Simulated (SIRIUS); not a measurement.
# Pt (Fm-3m) in SIRIUS: further runs, part 2 of 3

SIRIUS 7.10.0.

### Step 3. Relaxation of cell and atoms, PBE, target pressure 5 GPa, at which the enthalpy is minimised

run.py reads:

```python
import json, subprocess
import numpy as np
from ase import Atoms
from ase.io import read
from ase.calculators.calculator import Calculator, all_changes
from ase.units import Bohr, Hartree, GPa
from ase.optimize import BFGS
from ase.filters import FrechetCellFilter

class Sirius(Calculator):
    """Writes sirius.json, runs sirius.scf and reads out.json."""
    implemented_properties = ["energy", "free_energy", "forces", "stress", "magmom"]

    def __init__(self, config, files):
        super().__init__()
        self.config, self.files, self.calls = config, files, 0

    def calculate(self, atoms=None, properties=["energy"], system_changes=all_changes):
        super().calculate(atoms, properties, system_changes)
        symbols = atoms.get_chemical_symbols()
        types = list(dict.fromkeys(symbols))
        order = [i for t in types for i, s in enumerate(symbols) if s == t]
        frac = atoms.get_scaled_positions(wrap=False)
        m = atoms.get_initial_magnetic_moments()
        m = m if m.ndim == 2 else np.c_[0 * m, 0 * m, m]
        spin = self.config["parameters"]["num_mag_dims"] > 0
        rows = {t: [list(frac[i]) + (list(m[i]) if spin else []) for i in order if symbols[i] == t] for t in types}
        cell = {"lattice_vectors": (atoms.cell[:] / Bohr).tolist(), "atom_types": types, "atom_files": self.files, "atoms": rows}
        json.dump({**self.config, "unit_cell": cell}, open("sirius.json", "w"), indent=1)
        self.calls += 1
        with open(f"sirius_{self.calls:03d}.out", "w") as log:
            subprocess.run(["sirius.scf", "--input=sirius.json", "--output=out.json"], stdout=log, stderr=subprocess.STDOUT, check=True)
        gs = json.load(open("out.json"))["ground_state"]
        if not gs["converged"]:
            raise RuntimeError("SCF did not converge")
        self.results = {"energy": gs["energy"]["free"] * Hartree, "free_energy": gs["energy"]["free"] * Hartree}
        if "forces" in gs:
            f = np.zeros((len(atoms), 3))
            f[order] = np.array(gs["forces"]) * Hartree / Bohr
            self.results["forces"] = f
        if "stress" in gs:
            s = np.array(gs["stress"]) * Hartree / Bohr**3
            self.results["stress"] = s.flat[[0, 4, 8, 5, 2, 1]]
        if spin:
            self.results["magmom"] = gs["magnetisation"]["total"][2]

atoms = Atoms(['Pt'],
              cell=[[0.0, 1.9609, 1.9609], [1.9609, 0.0, 1.9609], [1.9609, 1.9609, 0.0]],
              scaled_positions=[[0.0, 0.0, 0.0]], pbc=True)

config = {
    "control": {
        "processing_unit": 'cpu',
        "verbosity": 1,
        "print_forces": True,
        "print_stress": True,
    },
    "parameters": {
        "electronic_structure_method": 'pseudopotential',
        "xc_functionals": ['XC_GGA_X_PBE', 'XC_GGA_C_PBE'],
        "gk_cutoff": 9.2,
        "pw_cutoff": 18.4,
        "ngridk": [6, 6, 6],
        "shiftk": [0, 0, 0],
        "smearing": 'fermi_dirac',
        "smearing_width": 0.0018374661,
        "num_bands": 16,
        "num_mag_dims": 0,
        "num_dft_iter": 100,
        "energy_tol": 1e-08,
        "density_tol": 1e-06,
    },
    "iterative_solver": {
        "type": 'davidson',
        "min_tolerance": 1e-09,
        "tolerance_scale": [0.1, 0.25],
    },
    "mixer": {
        "type": 'anderson',
        "beta": 0.7,
        "max_history": 8,
    },
    "settings": {
        "tol_ne": 1e-10,
        "pseudo_grid_cutoff": 6.5,
    },
}
dft = Sirius(config, {'Pt': 'Pt.json'})
atoms.calc = dft
results = {"symbols": atoms.get_chemical_symbols(), "cell": atoms.cell[:].tolist(), "frac": atoms.get_scaled_positions(wrap=False).tolist(), "steps": []}

def note():
    results["steps"].append({"energy": atoms.get_potential_energy(), "cell": atoms.cell[:].tolist(), "positions": atoms.positions.tolist(),
                             "forces": atoms.get_forces().tolist(), "stress": atoms.get_stress().tolist()})
    json.dump(results, open("results.json", "w"))

opt = BFGS(FrechetCellFilter(atoms, scalar_pressure=5.0 * GPa))
opt.attach(note)
results["converged"] = bool(opt.run(fmax=0.02, steps=30))
print("converged:", results["converged"])
print("cell parameters:", atoms.cell.cellpar().round(5))
print("volume per atom (A^3):", round(atoms.get_volume() / len(atoms), 4))
print(atoms.get_scaled_positions().round(6))
json.dump(results, open("results.json", "w"))
```

Potentials or basis: PseudoDojo 0.4.1 PBE standard (scalar relativistic).

Command:

```console
$ upf_to_json Pt.upf
$ OMP_NUM_THREADS=1 python run.py
```

What it wrote:

```text
Step          Energy          fmax
BFGS:    0    -3553.234244        0.166319
BFGS:    1    -3553.234755        0.028241
BFGS:    2    -3553.234762        0.000443
converged: True
cell parameters: [ 2.77877  2.77877  2.77877 60.      60.      60.     ]
volume per atom (A^3): 15.172
[[0. 0. 0.]]
```

sirius_001.out:

```text
[info] SIRIUS version : 7.10.0
[info] number of MPI ranks           : 1
[info] MPI grid                      : 1 1
[info] maximum number of OMP threads : 1
[fft] FFT context for density and potential
[fft] =====================================
[fft]   comm size                             : 1
[fft]   plane wave cutoff                     : 18.4
[fft]   grid size                             : 36 36 36   total : 46656
[fft]   grid limits                           : -17 18   -17 18   -17 18
[fft]   number of G-vectors within the cutoff : 5389
[fft]   local number of G-vectors             : 5389
[fft]   number of G-shells                    : 324
[fft] FFT context for coarse grid
[fft] =====================================
[fft]   comm size                             : 1
[fft]   plane wave cutoff                     : 18.4
[fft]   grid size                             : 36 36 36   total : 46656
[fft]   grid limits                           : -17 18   -17 18   -17 18
[fft]   number of G-vectors within the cutoff : 5389
[fft]   local number of G-vectors             : 5389
[fft]   number of G-shells                    : 324
[unit cell] lattice vectors
[unit cell]   a1 :       0.0000000000      3.7055639602      3.7055639602
[unit cell]   a2 :       3.7055639602      0.0000000000      3.7055639602
[unit cell]   a3 :       3.7055639602      3.7055639602      0.0000000000
[unit cell] reciprocal lattice vectors
[... 265 lines left out ...]
[find] Energy
[find] --------------------------------------------------------------------------------
[find] valence_eval_sum               :      -4.65167556
[find] <rho|V^{XC}>                   :     -17.06270591
[find] <rho|E^{XC}>                   :     -23.78606919
[find] <mag|B^{XC}>                   :       0.00000000
[find] <rho|V^{H}>                    :      38.00041496
[find] one-electron contribution      :     -25.58938461 (Ha),     -51.17876921 (Ry)
[find] hartree contribution           :      19.00020748
[find] xc contribution                :     -23.78606919
[find] ewald contribution             :    -100.22059584
[find] PAW contribution               :       0.00000000
[find] smearing (-TS)                 :      -0.00040370
[find] SCF correction                 :       0.00000039
[find] Total energy                   :    -130.59584176 (Ha),    -261.19168353 (Ry)
[find] Free energy (E-TS)             :    -130.59624547 (Ha),    -261.19249094 (Ry)
[find] band gap (eV)                  :       0.00000000
[find] Efermi                         :       0.86592312
[ground_state] === stress tensor components [kbar] ===
[ground_state] === stress_kin ===
[ground_state] -71896.721182    0.000000    0.000000
[ground_state]     0.000000-71896.721182   -0.000000
[ground_state]     0.000000   -0.000000-71896.721182
[ground_state] === stress_har ===
[ground_state] -18310.565500    0.000000    0.000000
[ground_state]     0.000000-18310.565500   -0.000000
[ground_state]     0.000000   -0.000000-18310.565500
[ground_state] === stress_ewald ===
[ground_state] 96582.933981   -0.000000   -0.000000
[ground_state]    -0.00000096582.933981    0.000000
[ground_state]    -0.000000    0.00000096582.933981
[ground_state] === stress_vloc ===
[ground_state] 11000.433360   -0.000000    0.000000
[ground_state]    -0.00000011000.433360    0.000000
[ground_state]     0.000000    0.00000011000.433360
[ground_state] === stress_xc ===
[ground_state] -18880.194672    0.000000   -0.000000
[ground_state]     0.000000-18880.194672   -0.000000
[ground_state]    -0.000000   -0.000000-18880.194672
[ground_state] === stress_core ===
[ground_state] 35264.967197   -0.000000    0.000000
[ground_state]    -0.00000035264.967197    0.000000
[ground_state]     0.000000    0.00000035264.967197
[ground_state] === stress_nonloc ===
[ground_state] -33828.524016    0.000000   -0.000000
[ground_state]     0.000000-33828.524016   -0.000000
[ground_state]    -0.000000   -0.000000-33828.524016
[ground_state] === stress_us_nl ===
[ground_state] -33828.524016    0.000000   -0.000000
[ground_state]     0.000000-33828.524016   -0.000000
[ground_state]    -0.000000   -0.000000-33828.524016
[ground_state] === stress_total ===
[ground_state]   -67.670833    0.000000    0.000000
[ground_state]     0.000000  -67.670833   -0.000000
[ground_state]     0.000000   -0.000000  -67.670833
[ground_state] ==== total Forces in Ha/bohr =====
[ground_state] atom:    0, force:       0.0000000      0.0000000      0.0000000
```

sirius_003.out:

```text
[info] SIRIUS version : 7.10.0
[info] number of MPI ranks           : 1
[info] MPI grid                      : 1 1
[info] maximum number of OMP threads : 1
[fft] FFT context for density and potential
[fft] =====================================
[fft]   comm size                             : 1
[fft]   plane wave cutoff                     : 18.4
[fft]   grid size                             : 36 36 36   total : 46656
[fft]   grid limits                           : -17 18   -17 18   -17 18
[fft]   number of G-vectors within the cutoff : 5425
[fft]   local number of G-vectors             : 5425
[fft]   number of G-shells                    : 326
[fft] FFT context for coarse grid
[fft] =====================================
[fft]   comm size                             : 1
[fft]   plane wave cutoff                     : 18.4
[fft]   grid size                             : 36 36 36   total : 46656
[fft]   grid limits                           : -17 18   -17 18   -17 18
[fft]   number of G-vectors within the cutoff : 5425
[fft]   local number of G-vectors             : 5425
[fft]   number of G-shells                    : 326
[unit cell] lattice vectors
[unit cell]   a1 :      -0.0000000000      3.7130980024      3.7130980024
[unit cell]   a2 :       3.7130980024     -0.0000000000      3.7130980024
[unit cell]   a3 :       3.7130980024      3.7130980024     -0.0000000000
[unit cell] reciprocal lattice vectors
[... 265 lines left out ...]
[find] Energy
[find] --------------------------------------------------------------------------------
[find] valence_eval_sum               :      -4.75812997
[find] <rho|V^{XC}>                   :     -17.05797434
[find] <rho|E^{XC}>                   :     -23.78254974
[find] <mag|B^{XC}>                   :       0.00000000
[find] <rho|V^{H}>                    :      38.19202588
[find] one-electron contribution      :     -25.89218151 (Ha),     -51.78436301 (Ry)
[find] hartree contribution           :      19.09601294
[find] xc contribution                :     -23.78254974
[find] ewald contribution             :    -100.01724376
[find] PAW contribution               :       0.00000000
[find] smearing (-TS)                 :      -0.00040864
[find] SCF correction                 :       0.00000050
[find] Total energy                   :    -130.59596156 (Ha),    -261.19192313 (Ry)
[find] Free energy (E-TS)             :    -130.59637020 (Ha),    -261.19274041 (Ry)
[find] band gap (eV)                  :       0.00000000
[find] Efermi                         :       0.85887436
[ground_state] === stress tensor components [kbar] ===
[ground_state] === stress_kin ===
[ground_state] -71444.537339   -0.000000   -0.000000
[ground_state]    -0.000000-71444.537339    0.000000
[ground_state]    -0.000000    0.000000-71444.537339
[ground_state] === stress_har ===
[ground_state] -18291.099807   -0.000000   -0.000000
[ground_state]    -0.000000-18291.099807    0.000000
[ground_state]    -0.000000    0.000000-18291.099807
[ground_state] === stress_ewald ===
[ground_state] 95801.432156    0.000000    0.000000
[ground_state]     0.00000095801.432156   -0.000000
[ground_state]     0.000000   -0.00000095801.432156
[ground_state] === stress_vloc ===
[ground_state] 11219.633390    0.000000    0.000000
[ground_state]     0.00000011219.633390   -0.000000
[ground_state]     0.000000   -0.00000011219.633390
[ground_state] === stress_xc ===
[ground_state] -18768.175981   -0.000000   -0.000000
[ground_state]    -0.000000-18768.175981    0.000000
[ground_state]    -0.000000    0.000000-18768.175981
[ground_state] === stress_core ===
[ground_state] 35050.510015    0.000000    0.000000
[ground_state]     0.00000035050.510015   -0.000000
[ground_state]     0.000000   -0.00000035050.510015
[ground_state] === stress_nonloc ===
[ground_state] -33617.715663   -0.000000   -0.000000
[ground_state]    -0.000000-33617.715663    0.000000
[ground_state]    -0.000000    0.000000-33617.715663
[ground_state] === stress_us_nl ===
[ground_state] -33617.715663   -0.000000   -0.000000
[ground_state]    -0.000000-33617.715663    0.000000
[ground_state]    -0.000000    0.000000-33617.715663
[ground_state] === stress_total ===
[ground_state]   -49.953228   -0.000000   -0.000000
[ground_state]    -0.000000  -49.953228   -0.000000
[ground_state]    -0.000000   -0.000000  -49.953228
[ground_state] ==== total Forces in Ha/bohr =====
[ground_state] atom:    0, force:       0.0000000      0.0000000      0.0000000
```

Wall time 31 s (1 thread of Arm Neoverse V1, shared host); peak memory 0.21 GiB.

Results:

| Quantity | Value |
| --- | --- |
| Free energy | -3553.7082 eV |
| Relaxed volume | 15.17 Å³/atom |
| Relaxed cell | a = 2.779 Å, b = 2.779 Å, c = 2.779 Å, α = 60.00°, β = 60.00°, γ = 60.00° |
| Space group after relaxing (to 0.05 Å) | Fm-3m (No. 225) |
| Energy change on relaxing (the enthalpy is what falls) | -3.4 meV/atom |
| Ionic steps | 3 |
| Pressure after relaxing | 5.0 GPa |
| Band gap on the k mesh | none (metal or under the smearing width) |

Step by step:
| step | energy change (eV) | largest force (eV/Å) | pressure (GPa) | volume (Å³) |
| --- | --- | --- | --- | --- |
| 1 | 0.0000 | 0.0000 | 6.77 | 15.08 |
| 2 | -0.0039 | 0.0000 | 4.70 | 15.19 |
| 3 | -0.0034 | 0.0000 | 5.00 | 15.17 |

Final structure:
```yaml
crystal:
  lattice:
    - [0.00000, 1.96489, 1.96489]
    - [1.96489, 0.00000, 1.96489]
    - [1.96489, 1.96489, 0.00000]
  atoms:
    - { symbol: Pt, position: [0.00000, 0.00000, 0.00000] }
```

Caveat: the k mesh is coarse (spacing up to 0.46 Å⁻¹), so the values aren't converged. PBE usually gives volumes a little too large and moduli too small.

### Step 4. Relaxation of cell and atoms, PBE, target pressure 10 GPa, at which the enthalpy is minimised

Edit run.py of step 3 so:

```diff
@@ -98,3 +98,3 @@
 
-opt = BFGS(FrechetCellFilter(atoms, scalar_pressure=5.0 * GPa))
+opt = BFGS(FrechetCellFilter(atoms, scalar_pressure=10.0 * GPa))
 opt.attach(note)
```

Potentials or basis: PseudoDojo 0.4.1 PBE standard (scalar relativistic).

Command:

```console
$ upf_to_json Pt.upf
$ OMP_NUM_THREADS=1 python run.py
```

What it wrote:

```text
Step          Energy          fmax
BFGS:    0    -3552.763640        0.304285
BFGS:    1    -3552.765152        0.069747
BFGS:    2    -3552.765242        0.001184
converged: True
cell parameters: [ 2.76334  2.76334  2.76334 60.      60.      60.     ]
volume per atom (A^3): 14.9207
[[0. 0. 0.]]
```

sirius_001.out:

```text
[info] SIRIUS version : 7.10.0
[info] number of MPI ranks           : 1
[info] MPI grid                      : 1 1
[info] maximum number of OMP threads : 1
[fft] FFT context for density and potential
[fft] =====================================
[fft]   comm size                             : 1
[fft]   plane wave cutoff                     : 18.4
[fft]   grid size                             : 36 36 36   total : 46656
[fft]   grid limits                           : -17 18   -17 18   -17 18
[fft]   number of G-vectors within the cutoff : 5389
[fft]   local number of G-vectors             : 5389
[fft]   number of G-shells                    : 324
[fft] FFT context for coarse grid
[fft] =====================================
[... 306 lines left out ...]
[ground_state]    -0.00000096582.933981    0.000000
[ground_state]    -0.000000    0.00000096582.933981
[ground_state] === stress_vloc ===
[ground_state] 11000.433360   -0.000000    0.000000
[ground_state]    -0.00000011000.433360    0.000000
[ground_state]     0.000000    0.00000011000.433360
[ground_state] === stress_xc ===
[ground_state] -18880.194672    0.000000   -0.000000
[ground_state]     0.000000-18880.194672   -0.000000
[ground_state]    -0.000000   -0.000000-18880.194672
[ground_state] === stress_core ===
[ground_state] 35264.967197   -0.000000    0.000000
[ground_state]    -0.00000035264.967197    0.000000
[ground_state]     0.000000    0.00000035264.967197
[ground_state] === stress_nonloc ===
[ground_state] -33828.524016    0.000000   -0.000000
[ground_state]     0.000000-33828.524016   -0.000000
[ground_state]    -0.000000   -0.000000-33828.524016
[ground_state] === stress_us_nl ===
[ground_state] -33828.524016    0.000000   -0.000000
[ground_state]     0.000000-33828.524016   -0.000000
[ground_state]    -0.000000   -0.000000-33828.524016
[ground_state] === stress_total ===
[ground_state]   -67.670833    0.000000    0.000000
[ground_state]     0.000000  -67.670833   -0.000000
[ground_state]     0.000000   -0.000000  -67.670833
[ground_state] ==== total Forces in Ha/bohr =====
[ground_state] atom:    0, force:       0.0000000      0.0000000      0.0000000
```

sirius_003.out:

```text
[info] SIRIUS version : 7.10.0
[info] number of MPI ranks           : 1
[info] MPI grid                      : 1 1
[info] maximum number of OMP threads : 1
[fft] FFT context for density and potential
[fft] =====================================
[fft]   comm size                             : 1
[fft]   plane wave cutoff                     : 18.4
[fft]   grid size                             : 36 36 36   total : 46656
[fft]   grid limits                           : -17 18   -17 18   -17 18
[fft]   number of G-vectors within the cutoff : 5329
[fft]   local number of G-vectors             : 5329
[fft]   number of G-shells                    : 321
[fft] FFT context for coarse grid
[fft] =====================================
[... 306 lines left out ...]
[ground_state]    -0.00000097958.844575   -0.000000
[ground_state]    -0.000000   -0.00000097958.844575
[ground_state] === stress_vloc ===
[ground_state] 10610.957038   -0.000000   -0.000000
[ground_state]    -0.00000010610.957038   -0.000000
[ground_state]    -0.000000   -0.00000010610.957038
[ground_state] === stress_xc ===
[ground_state] -19076.743821    0.000000    0.000000
[ground_state]     0.000000-19076.743821    0.000000
[ground_state]     0.000000    0.000000-19076.743821
[ground_state] === stress_core ===
[ground_state] 35641.519028   -0.000000   -0.000000
[ground_state]    -0.00000035641.519028   -0.000000
[ground_state]    -0.000000   -0.00000035641.519028
[ground_state] === stress_nonloc ===
[ground_state] -34198.868233    0.000000    0.000000
[ground_state]     0.000000-34198.868233    0.000000
[ground_state]     0.000000    0.000000-34198.868233
[ground_state] === stress_us_nl ===
[ground_state] -34198.868233    0.000000    0.000000
[ground_state]     0.000000-34198.868233    0.000000
[ground_state]     0.000000    0.000000-34198.868233
[ground_state] === stress_total ===
[ground_state]   -99.872897   -0.000000    0.000000
[ground_state]    -0.000000  -99.872897   -0.000000
[ground_state]     0.000000   -0.000000  -99.872897
[ground_state] ==== total Forces in Ha/bohr =====
[ground_state] atom:    0, force:       0.0000000      0.0000000      0.0000000
```

It took 30 s on 1 thread of Arm Neoverse V1, shared host; peak memory 0.21 GiB.

What came out:

- Free energy: -3553.6965 eV
- Relaxed volume: 14.92 Å³/atom
- Relaxed cell: a = 2.763 Å, b = 2.763 Å, c = 2.763 Å, α = 60.00°, β = 60.00°, γ = 60.00°
- Space group after relaxing (to 0.05 Å): Fm-3m (No. 225)
- Energy change on relaxing (the enthalpy is what falls): +8.3 meV/atom
- Ionic steps: 3
- Pressure after relaxing: 10.0 GPa
- Band gap on the k mesh: none (metal or under the smearing width)

Step by step:
```csv
step,energy change (eV),largest force (eV/Å),pressure (GPa),volume (Å³)
1,0.0000,0.0000,6.77,15.08
2,0.0107,0.0000,10.75,14.88
3,0.0083,0.0000,9.99,14.92
```

Final structure:
```
Pt
1.0
     0.00000    1.95398    1.95398
     1.95398    0.00000    1.95398
     1.95398    1.95398    0.00000
Pt
1
Direct
  0.00000 0.00000 0.00000
```

Caveat: the k mesh is coarse (spacing up to 0.46 Å⁻¹), so the values aren't converged.

(Continued in part 3 of 3.)
